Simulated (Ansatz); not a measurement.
Runs of Ansatz 0.2.0 on ZnCu2SnS4. It takes space group I-42m (No. 121, tetragonal). Conventional cell: a = 5.397 Å, b = 5.397 Å, c = 10.791 Å, α = 90.00°, β = 90.00°, γ = 90.00°. Around Sn (site symmetry -42m) lie 4 S at 2.44 Å. Zn (site symmetry -42m) has 4 S at 2.34 Å as nearest neighbours. Cu (site symmetry -4) has 4 S at 2.29 Å as nearest neighbours. Around S (site symmetry m) lie 2 Cu at 2.29 Å and 1 Zn at 2.34 Å and 1 Sn at 2.44 Å. The cell is a database's computed one.

| task | level | cell | points for each segment of the path | gap on the mesh (eV) | pressure (GPa) | relaxed volume (Å³/atom) |
| --- | --- | --- | --- | --- | --- | --- |
| relaxation of cell and atoms | PBEsol+D4 | relaxed | - | none | 0.0 | (a) |
| relaxation of cell and atoms | PBEsol | relaxed | - | none | 0.0 | 19.41 |
| relaxation of cell and atoms | PBEsol+D3(BJ) | relaxed | - | none | 0.0 | 18.83 |
| relaxation of cell and atoms | PBEsol+D3(BJ)+ATM | relaxed | - | none | 0.0 | 18.92 |
| band structure | PBEsol | as given | 10 | none | (b) | - |

Alike in all rows: potentials or basis Ansatz PAW; no spin polarisation; k mesh 7 × 7 × 7; cutoff (eV) 420; smearing fermi-dirac 0.05 eV.

Question: Fill in the values left out.

Answer: (a) 19.02; (b) -0.8.

Caveats: the run has no spin polarisation, though such a crystal can be magnetic; the PAW data sets come from PBE, with cores solved anew for the run's functional, which leaves a small shift of forces and pressure; the plane-wave basis is chosen anew once the cell has moved, so the energies of steps on either side of that aren't comparable (some runs); pairwise dispersion overbinds metals, which lowers pressure and volume (some runs).

A k mesh can miss the band edges, and the runs leave out spin-orbit coupling on Sn.

A gap of «none» marks a metal or a gap under the smearing width.

Not every run made on this cell is shown here.
